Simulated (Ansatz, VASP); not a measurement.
## BeTe: VASP beside Ansatz

Contents of INCAR:

```
SYSTEM = BeTe
PREC = Accurate
ENCUT = 520
EDIFF = 1E-7
ISMEAR = 0
SIGMA = 0.05
LREAL = .False.
LASPH = .True.
NELM = 100
ALGO = Normal
ISIF = 2
LWAVE = .False.
LCHARG = .False.
NBANDS = 11
```

KPOINTS

```
regular mesh
0
Gamma
  8 8 8
  0 0 0
```

File POSCAR:

```
BeTe
1.0
    0.0000000000      2.7700000000      2.9916000000
    2.7700000000      0.0000000000      2.9916000000
    2.7700000000      2.7700000000      0.0000000000
Be Te
1 1
Direct
    0.0000000000      0.0000000000      0.0000000000
    0.7500000000      0.7500000000      0.7500000000
```

Input for Ansatz:

```yaml
crystal:
  lattice:
    - [0.0, 2.77, 2.9916]
    - [2.77, 0.0, 2.9916]
    - [2.77, 2.77, 0.0]
  atoms:
    - { symbol: Be, position: [0.0, 0.0, 0.0] }
    - { symbol: Te, position: [0.75, 0.75, 0.75] }
basis:
  ecutwfc: 420
kpoints:
  mp_grid: { grid: [8, 8, 8] }
hamiltonian:
  xc: lda
scf:
  occupations: { method: gaussian, width: 0.05 }
output:
  forces: true
  stress: true
  eigenvalues: true
```

Change from the starting cell: strain +0.000 along x and y, +0.080 along z, atoms carried along.

Alike in both runs: task single point; functional LDA; k mesh 8 × 8 × 8; occupations gaussian, width 0.05 eV; no spin polarisation.

```csv
,VASP,Ansatz
version,VASP 6.6.1,Ansatz 0.2.0
potentials or method,"VASP PAW LDA potentials, release 64 (Be, Te)","scalar-relativistic, plane waves, PAW"
plane-wave cutoff (eV),520,420
valence electrons in the cell,8,18
```

Ansatz gave:

```
gap on the k mesh at the Fermi level (eV)       : 1.64
least direct gap on the mesh (eV)               : 3.30
pressure (GPa)                                  : -3.8
largest component of the traceless stress (GPa) : 3.46
```

Task: Which values does VASP return?

Result: gap on the k mesh at the Fermi level (eV): 1.63; least direct gap on the mesh (eV): 3.33; pressure (GPa): -3.6; largest component of the traceless stress (GPa): 3.45.

The two sets of potentials don't hold the same shells in valence.

Caveats: spin-orbit coupling is left out, which moves the levels of the heavy elements. A k mesh can miss the band edges.
